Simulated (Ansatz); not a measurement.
## Screening in Si3N4 (I-43d)

Wanted: ε∞ of Si3N4 (I-43d) from perturbation theory and the RPA step of G0W0, with cost.

Calculated with Ansatz 0.2.0; linear response on PBE, plane waves, PAW.

**1. Set-up**

The structure is cubic, space group I-43d (No. 220). The conventional cell has a = 6.475 Å, b = 6.475 Å, c = 6.475 Å, α = 90.00°, β = 90.00°, γ = 90.00°. Si has 4 N at 1.75 Å nearest. Nearest to N lie 3 Si at 1.75 Å. Farther neighbours and most contacts between anions are not listed.

Coordinates:

```
Si N
1.0
    -3.23735    3.23735    3.23735
     3.23735   -3.23735    3.23735
     3.23735    3.23735   -3.23735
Si N
6 8
Direct
  0.25000 0.12500 0.87500
  0.87500 0.25000 0.12500
  0.75000 0.37500 0.62500
  0.62500 0.75000 0.37500
  0.12500 0.87500 0.25000
  0.37500 0.62500 0.75000
  0.56280 0.56280 0.56280
  0.43720 0.50000 0.00000
  0.50000 0.00000 0.93720
  0.00000 0.43720 0.50000
  0.93720 0.50000 0.00000
  0.06280 0.06280 0.06280
  0.00000 0.93720 0.50000
  0.50000 0.00000 0.43720
```

The cell and positions come from the Crystallography Open Database and are kept as given unless a step says otherwise. This is not the form that Si3N4 usually takes at ambient conditions. The default PAW set here is soft_2. Its files were made with PBE.

**2. Response to a homogeneous field**

The response to a uniform field gives ε∞, a yardstick for the screening that GW builds on its mesh.

This step: dielectric response by perturbation theory, PBE, plane waves, PAW.

The input, input.yaml:

```yaml
crystal:
  lattice:
    - [-3.23735, 3.23735, 3.23735]
    - [3.23735, -3.23735, 3.23735]
    - [3.23735, 3.23735, -3.23735]
  atoms:
    - { symbol: Si, position: [0.25, 0.125, 0.875] }
    - { symbol: Si, position: [0.875, 0.25, 0.125] }
    - { symbol: Si, position: [0.75, 0.375, 0.625] }
    - { symbol: Si, position: [0.625, 0.75, 0.375] }
    - { symbol: Si, position: [0.125, 0.875, 0.25] }
    - { symbol: Si, position: [0.375, 0.625, 0.75] }
    - { symbol: "N", position: [0.5628, 0.5628, 0.5628] }
    - { symbol: "N", position: [0.4372, 0.5, 0.0] }
    - { symbol: "N", position: [0.5, 0.0, 0.9372] }
    - { symbol: "N", position: [0.0, 0.4372, 0.5] }
    - { symbol: "N", position: [0.9372, 0.5, 0.0] }
    - { symbol: "N", position: [0.0628, 0.0628, 0.0628] }
    - { symbol: "N", position: [0.0, 0.9372, 0.5] }
    - { symbol: "N", position: [0.5, 0.0, 0.4372] }
kpoints:
  mp_grid: { grid: [6, 6, 6] }
hamiltonian:
  xc: pbe
scf:
  occupations: { method: fixed }
dielectric: {}
```

On the command line:

```
ansatz run input.yaml --threads 3 --pin off --max-ram 64512MiB --backend cuda --events-out ev --progress --plain --runs-dir out --devices 1 --max-vram 24GiB  # rebuilt from the run's record
```

Numbers of over 12 decimals in the logs are rounded to 6 here.

Output:

```text
GPUs: using 1 of 1 available (devices: 1).
Engine: ansatz 0.2.0, x86_64-unknown-linux-gnu
Pseudopotentials: kind: paw
Pseudopotential: Si, paw, valence charge 4, recommended cutoff 420 eV (normal), Si.paw.azcp
Pseudopotential: N, paw, valence charge 5, recommended cutoff 420 eV (normal), N.paw.azcp
Functional definition: PBE
  parameter kappa = 0.804
  parameter beta = 0.066725
  exchange = pbe_x(kappa = kappa, mu = beta*pi^2/3)
  correlation = pbe_c(beta = beta)
device memory: the entry about to start is reckoned to put 3.9 GiB on a device that reports 78.0 GiB free (of which the cap on the GPU budget leaves the run 24.0 GiB)
GPU FFT provider: cuFFT
GPU libraries: cuBLAS 13.8.1, cuFFT 12.4.0, cuSOLVER 12.3.2
Crystal: 14 atoms, lattice volume = 135.715 Å³
Basis set: ecut = 420 eV, 2659 PW (Γ), exchange–correlation on 80×80×80 points (8 copies of the dense FFT grid, shifted against one another)
Bands: 46, of which v1, the nominal top of the filled ones, is band 32 counted from 1 (31 counted from 0)
Symmetry: 24 space group operations
k-points: 46 of 216 (irreducible under 4 space group operations, time reversal used)
Non-local potential: Si, projectors of the file, l = 0: 2, l = 1: 2, l = 2: 2
Non-local potential: N, projectors of the file, l = 0: 2, l = 1: 2, l = 2: 1
PAW form: soft (Blöchl's): semilocal exchange-correlation on the pseudo side does not see the compensation charge
PAW one-centre angular grid: Si, 110 points (default); XC on 64 Gauss nodes
PAW one-centre angular grid: N, 110 points (default); XC on 64 Gauss nodes
Initial density: superposition of atomic densities (neutral atoms: chi_scale 0, normalization atom), corrected by the library's trained network
Initial wavefunctions: pseudopotential atomic-orbital guess
GPU buffer pool allocated for 64000 grid points (all kernels)
GPU transforms: local potential and band sums: pruned to the plane-wave sphere, on 40×40×40
Functional: x = pbe(κ = 0.804, μ = 0.219515), c = pbe(β = 0.066725)
SCF iter   1: F=—  HF=-6900.412810 eV  |F-HF|=—  |Δ(HF+E_count)|=         —  Δρ=2.54e-3  dr2=4.29e-3  ethr=1.77e-3  ⟨swp⟩=5.0  Hψ=8767  notcnv=0  defer=537
preconditioner: auto → Resta (q_TF=auto, 2.407 Å⁻¹)  ε∞=4.3  [insulator: Δε(μ)=4.054 eV  Ē_g=14.118 eV  n_scr=42 (ndim 8)  ℏωp=25.5 eV  f_vac=0.000  ε∞_Penn≈4.3]
SCF iter   2: F=—  HF=-6900.413301 eV  |F-HF|=—  |Δ(HF+E_count)|=   4.92e-4  Δρ=1.28e-3  dr2=8.32e-4  ethr=6.71e-6  ⟨swp⟩=2.1  Hψ=3764  notcnv=0  defer=548
SCF iter   3: F=—  HF=-6900.413762 eV  |F-HF|=—  |Δ(HF+E_count)|=   4.60e-4  Δρ=3.52e-4  dr2=8.10e-5  ethr=1.30e-6  ⟨swp⟩=3.0  Hψ=3316  notcnv=0  defer=548
SCF iter   4: F=—  HF=-6900.413837 eV  |F-HF|=—  |Δ(HF+E_count)|=   7.54e-5  Δρ=5.04e-5  dr2=1.52e-6  ethr=1.27e-7  ⟨swp⟩=2.0  Hψ=3138  notcnv=0  defer=512
SCF iter   5: F=—  HF=-6900.413676 eV  |F-HF|=—  |Δ(HF+E_count)|=   1.61e-4  Δρ=5.70e-6  dr2=3.46e-8  ethr=2.38e-9  ⟨swp⟩=2.5  Hψ=3218  notcnv=0  defer=413
SCF iter   6: F=—  HF=-6900.413676 eV  |F-HF|=—  |Δ(HF+E_count)|=   2.37e-8  Δρ=1.87e-6  dr2=3.62e-9  ethr=5.41e-11  ⟨swp⟩=2.5  Hψ=3275  notcnv=0  defer=413
SCF iter   7: F=-6900.413676 eV  HF=-6900.413676 eV  |F-HF|=4.09e-11  |Δ(HF+E_count)|=   3.65e-9  Δρ=2.17e-7  dr2=5.29e-11  ethr=1.00e-12  ⟨swp⟩=10.7  Hψ=10860  notcnv=0
SCF 1 converged in 7 iterations: F = -6900.413676 eV  dr2 = 5.29e-11
  greatest PAW one-centre occupation: 0.788 electrons in one spin orbital (limit 2), on the N atom at site 13 (counted from 0), in its partial waves of l = 0
the response reads at least the filled bands of the reference SCF and the lowest empty band at each k-point, and that SCF's band table does not vouch for those bands. The notice of the band table in this run's record says why
device memory: the entry about to start is reckoned to put 0.7 GiB on a device that reports 77.3 GiB free (of which the cap on the GPU budget leaves the run 23.9 GiB)
NSCF: frozen V_eff on 1 k-points
device memory: the entry about to start is reckoned to put 0.1 GiB (of the 0.2 GiB reckoned in all, the device holds 0.1 GiB already) on a device that reports 77.3 GiB free (of which the cap on the GPU budget leaves the run 23.9 GiB)
device memory: the entry about to start is reckoned to put 2.2 GiB (of the 2.2 GiB reckoned in all, the device holds 0.1 GiB already) on a device that reports 77.3 GiB free (of which the cap on the GPU budget leaves the run 23.9 GiB)
DFPT response loops at Γ: preconditioner auto → none (the input reference at scf.mixing.eps_inf says where Resta's filter doesn't serve); β = 0.50; Broyden in place of MSR1
SCF converged after 7 iterations
Free energy (F): -6900.413676 eV
Harris-Foulkes:  -6900.413676 eV  (|F-HF|=4.09e-11)
Internal energy: -6900.413676 eV  (E = F + TS)
E sigma→0 (E₀):  -6900.413676 eV
Fermi energy:    9.335483 eV
--- Per-component energies (eV) ---
  E_band       = 139.055094
  E_kinetic    = 1349.068070
  E_local      = -1753.228508  (includes V_loc(G=0)·N_el)
  E_nonlocal   = 508.329660
  E_hartree    = 559.909797
  E_xc         = -826.438195
  E_vxc        = -911.597925  (∫ρ·V_xc dr)
  E_paw        = -4099.752763  (= ΣΔE_a)
  E_vpaw       = -173.336773  (= ΣTr[D̂ρ^β])
  E_aug_tail   = 0.000836  (compensation charges beyond the density's cutoff)
  E_ewald      = -2638.302572
  E_smearing   = -0.000000  (= −TS)
  E_closure    = -0.000000  (closes the sum)
  Σ components = -6900.413676   (vs F -6900.413676, Δ=0.00e0)
--- Band table (eV; the first three rows and the last of 46) ---
  k-point 0: bands = [... 28 lower, 9.1737, 9.1737, 9.1737, 9.2698, 13.9742, 13.9742, 14.0009, 14.0036, ... 10 higher]
  k-point 1: bands = [... 28 lower, 8.8100, 9.0076, 9.2070, 9.2242, 13.4802, 13.6531, 14.2164, 14.4589, ... 10 higher]
  k-point 2: bands = [... 28 lower, 8.0058, 8.5347, 9.2795, 9.2839, 13.8120, 13.8948, 14.7373, 15.1997, ... 10 higher]
  k-point 45: bands = [... 28 lower, 7.4286, 7.4286, 8.1362, 8.1362, 14.7481, 14.7481, 14.7481, 14.7481, ... 10 higher]
--- Dielectric response (ions clamped): 1 representative field direction + reference, on 46 of 216 k-points (Σ response iterations 8) ---
  k mesh reduced under 4 symmetry operations, with k and −k counted as one. Each operation leaves every solved perturbation unchanged. A smaller set is not considered because the run solves the response to a homogeneous field
  ε∞ (high-frequency dielectric tensor):
        4.691230     0.000000     0.000000
       -0.000000     4.691230     0.000000
       -0.000000     0.000000     4.691230
  Born effective charges Z* (e; rows j = field, columns β = displacement):
    site 0:
         3.54040   -0.00000   -0.00000
        -0.00000    3.35373   -0.00588
         0.00000    0.00588    3.35373
    site 1:
         3.35373   -0.00000    0.00588
        -0.00000    3.54040   -0.00000
        -0.00588    0.00000    3.35373
    site 2:
         3.54040   -0.00000   -0.00000
        -0.00000    3.35373    0.00588
         0.00000   -0.00588    3.35373
    site 3:
         3.35373   -0.00000   -0.00588
        -0.00000    3.54040    0.00000
         0.00588    0.00000    3.35373
    site 4:
         3.35373   -0.00588   -0.00000
         0.00588    3.35373   -0.00000
         0.00000    0.00000    3.54040
    site 5:
         3.35373    0.00588   -0.00000
        -0.00588    3.35373   -0.00000
         0.00000    0.00000    3.54040
    site 6:
        -2.56197    0.37718    0.43039
         0.43039   -2.56197    0.37718
         0.37718    0.43039   -2.56197
    site 7:
        -2.56197   -0.43039   -0.37718
        -0.37718   -2.56197    0.43039
        -0.43039    0.37718   -2.56197
    site 8:
        -2.56197    0.37718   -0.43039
         0.43039   -2.56197   -0.37718
        -0.37718   -0.43039   -2.56197
    site 9:
        -2.56197   -0.43039    0.37718
        -0.37718   -2.56197   -0.43039
         0.43039   -0.37718   -2.56197
    site 10:
        -2.56197   -0.37718   -0.43039
        -0.43039   -2.56197    0.37718
        -0.37718    0.43039   -2.56197
    site 11:
        -2.56197    0.43039    0.37718
         0.37718   -2.56197    0.43039
         0.43039    0.37718   -2.56197
    site 12:
        -2.56197   -0.37718    0.43039
        -0.43039   -2.56197   -0.37718
         0.37718   -0.43039   -2.56197
    site 13:
        -2.56197    0.43039   -0.37718
         0.37718   -2.56197   -0.43039
        -0.43039   -0.37718   -2.56197
  Z* charge neutrality: 2.077e-5 e pre-enforcement
  k-mesh period / interband length: 33.6 Å / 1.42 Å = 23.75 at k = (0.0000, 0.0000, 0.0000), direct gap 4.704 eV — 14 or more, which is no proof of convergence
```

Elapsed: 17 s, on 1 × NVIDIA H100 80GB HBM3 (shared by 3 runs) with 3 threads of AMD EPYC 7R13 (Zen 3), shared host; peak memory 1.9 GiB.

One over ε∞ averages 0.21, somewhat under the quarter of exact exchange in PBE0.

High-frequency dielectric tensor:

```
4.69 0.00 0.00
0.00 4.69 0.00
0.00 0.00 4.69
```

Born effective charge (e), principal values of the symmetric part by kind of site:

```
atom  atoms with these values    low  middle   high   mean
 Si1                        6   3.35    3.35   3.54   3.42
  N7                        8  -2.97   -2.97  -1.75  -2.56
```

In full for Si1:

```
 3.54  0.00  0.00
 0.00  3.35 -0.01
 0.00  0.01  3.35
```

**3. RPA screening from the G0W0 run**

Now the one-shot GW correction: screening in the RPA, then the self-energy of the levels asked for.

This step: G0W0 on PBE, plane waves, PAW.

Changes to input.yaml since step 2:

```diff
@@ -21,3 +21,3 @@
 kpoints:
-  mp_grid: { grid: [6, 6, 6] }
+  mp_grid: { grid: [4, 4, 4] }
 hamiltonian:
@@ -26,2 +26,7 @@
   occupations: { method: fixed }
-dielectric: {}
+gw:
+  n_empty_bands: 566
+  ecut_chi: 150.0
+  qp_bands: [v4, c4]
+  qp_kpoints: band_edges
+  screening: { model: contour_deformation }
```

Output:

```text
GPUs: using 1 of 1 available (devices: 1).
[...]
GPU FFT provider: cuFFT
GPU libraries: cuBLAS 13.8.1, cuFFT 12.4.0, cuSOLVER 12.3.2
Crystal: 14 atoms, lattice volume = 135.715 Å³
Basis set: ecut = 420 eV, 2659 PW (Γ)
Bands: 46, of which v1, the nominal top of the filled ones, is band 32 counted from 1 (31 counted from 0)
[... 1 set-up line as in the run before ...]
[...]
k-points: 8 of 64 (time reversal used)
[...]
0    36     14.0036    -8.7910    -4.4319   -14.0050  0.8234    14.7898    14.7858  root
[...]
7    33     14.7482    -6.8128    -4.6263   -12.0995  0.8274    15.4116    15.4085  root
     7    34     14.7482    -6.8128    -4.6263   -12.0995  0.8274    15.4116    15.4085  root
     7    35     14.7482    -6.8128    -4.6263   -12.0995  0.8274    15.4116    15.4085  root
     7    36     14.7482    -6.8128    -4.6263   -12.0995  0.8274    15.4116    15.4085  root
[key lines of the parts left out:]
SCF converged after 6 iterations
Free energy (F): -6900.412682 eV
Fermi energy:    9.319223 eV
```

The job ended after 23 s (1 × NVIDIA H100 80GB HBM3 (shared by 3 runs) with 3 threads; peak memory 2.3 GiB).

Numbers from this step:

| Property | Result |
| --- | --- |
| bands summed | 598 |
| RPA ε∞ on this mesh (eigenvalues) | 4.435, 4.435, 4.435 |
| plane waves in the screening matrix | 555 |
| G0W0 gap on the mesh | 5.573 eV |
| k of the valence top | 0, 0, -0.5 |
| k of the conduction bottom | 0.25, 0.25, -0.25 |
| starting gap on the mesh | 4.126 eV |
| least direct G0W0 gap on the computed points | 5.822 eV |

The gap on the mesh goes from 4.13 eV to 5.57 eV, a correction of +1.45 eV. Between the two edge states, bare exchange in place of the xc potential would open the gap by 9.02 eV, and correlation takes back 7.58 eV.

Mean over the mesh in bins of 0.25 1/Å. Static inverse dielectric function, diagonal against length of q+G:

```
length of q+G (Å⁻¹)  static inverse dielectric function, diagonal
               0.34                                         0.246
               0.57                                         0.277
               0.76                                         0.310
               0.99                                         0.358
               1.50                                         0.471
               1.75                                         0.523
               2.01                                         0.578
               2.26                                         0.628
               2.51                                         0.674
               2.76                                         0.717
               3.00                                         0.755
               3.49                                         0.813
               3.75                                         0.839
               4.00                                         0.860
               4.24                                         0.879
               4.50                                         0.897
               4.75                                         0.913
               5.01                                         0.928
               5.50                                         0.952
               5.75                                         0.961
               6.00                                         0.969
               6.20                                         0.974
```

**4. The values together**

Times are wall times on 1 × NVIDIA H100 80GB HBM3 (shared by 3 runs) with 3 threads of AMD EPYC 7R13 (Zen 3), shared host, good to a factor of about two.

```
                                          method   mesh  ε∞, low  middle  high  mean  time
perturbation theory (local fields and xc kernel)  6×6×6     4.69    4.69  4.69  4.69  17 s
           RPA with local fields, on the GW mesh  4×4×4     4.43    4.43  4.43  4.43  23 s
```

**5. Summary of results**

```json
{
 "perturbation theory (local fields and xc kernel)": "4.69, 4.69, 4.69",
 "RPA with local fields, on the GW mesh": "4.43, 4.43, 4.43"
}
```

What this shows: Mean Born effective charge: Si1 3.42, N7 -2.56 e. The RPA values on the 4×4×4 mesh average 0.95 times those of perturbation theory (means 4.43 and 4.69). Without the xc kernel RPA should lie a little lower, as the mean does. PBE usually puts the gap too low, which tends to raise ε∞. Ions are clamped, so the lattice part of the static constant is not in these numbers.

[Paths, hosts, dates, memory and timing lines, banners, echoed tables and standing remarks are left out of the program output.]

[Logs are printed without paths, hosts, clocks, repeated set-up lines and the standing remarks that a program may print on its own settings, such as how far it seeks lower states.]

[Runs of the session that timed out or met a known fault of the program may be left out.]

[Cells called generated may have been cut or substituted from an entry of the Crystallography Open Database or the Materials Project.]

[Hosts, paths, dates, database ids (printed as entryN), source tags and the programs' standing remarks are cut or masked in the printed files.]
